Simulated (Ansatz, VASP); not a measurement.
## One calculation of HfC, two programs

Contents of INCAR:

```
SYSTEM = HfC
  ALGO = Normal
  EDIFF = 1E-7
  ENCUT = 520
  GGA = PE
  ISIF = 2
  ISMEAR = 0
  LASPH = .True.
  LCHARG = .False.
  LREAL = .False.
  LWAVE = .False.
  NBANDS = 14
  NELM = 60
  PREC = Accurate
  SIGMA = 0.1
```

Contents of KPOINTS:

```
k-points
0
Gamma
  6 6 6
  0 0 0
```

File POSCAR:

```
HfC
1.0
    0.0000000000      2.7089274600      2.7089274600
    2.7089274600      0.0000000000      2.7089274600
    2.7089274600      2.7089274600      0.0000000000
Hf C
1 1
Direct
    0.7500000000      0.7500000000      0.7500000000
    0.0000000000      0.0000000000      0.0000000000
```

Input for Ansatz:

```yaml
crystal:
  lattice:
    - [0.0, 2.70892746, 2.70892746]
    - [2.70892746, 0.0, 2.70892746]
    - [2.70892746, 2.70892746, 0.0]
  atoms:
    - { symbol: Hf, position: [0.75, 0.75, 0.75] }
    - { symbol: C, position: [0.0, 0.0, 0.0] }
basis:
  ecutwfc: 420
kpoints:
  mp_grid: { grid: [6, 6, 6] }
hamiltonian:
  xc: pbe
scf:
  occupations: { method: gaussian, width: 0.1 }
  lower_state_search: "off"
output:
  forces: true
  stress: true
  eigenvalues: true
```

Change from the starting cell: ordered vacancies on the cation sites of antifluorite (F-43m, No. 216).

Alike in both runs: task single point; functional PBE; k mesh 6 × 6 × 6; occupations gaussian, width 0.1 eV; no spin polarisation.

|  | VASP | Ansatz |
| --- | --- | --- |
| version | VASP 6.6.1 | Ansatz 0.2.0 |
| potentials or method | VASP PAW PBE potentials, release 64 (Hf_pv, C) | scalar-relativistic, plane waves, PAW |
| plane-wave cutoff (eV) | 520 | 420 |
| valence electrons in the cell | 14 | 30 |

```csv
,VASP,Ansatz,Ansatz less VASP
gap on the k mesh at the Fermi level (eV),0.61,0.61,+0.003
least direct gap on the mesh (eV),0.61,0.61,+0.003
pressure (GPa),-22.8,-22.3,+0.47
```

The functional is the same, so the differences come from potentials, cutoffs and numerics. The two sets of potentials don't hold the same shells in valence.

Caveats: so large a pressure means that the cell lies far from this level's equilibrium, or that cutoff or potentials fall short (VASP); spin-orbit coupling is left out, which moves the levels of the heavy elements. A k mesh can miss the band edges.
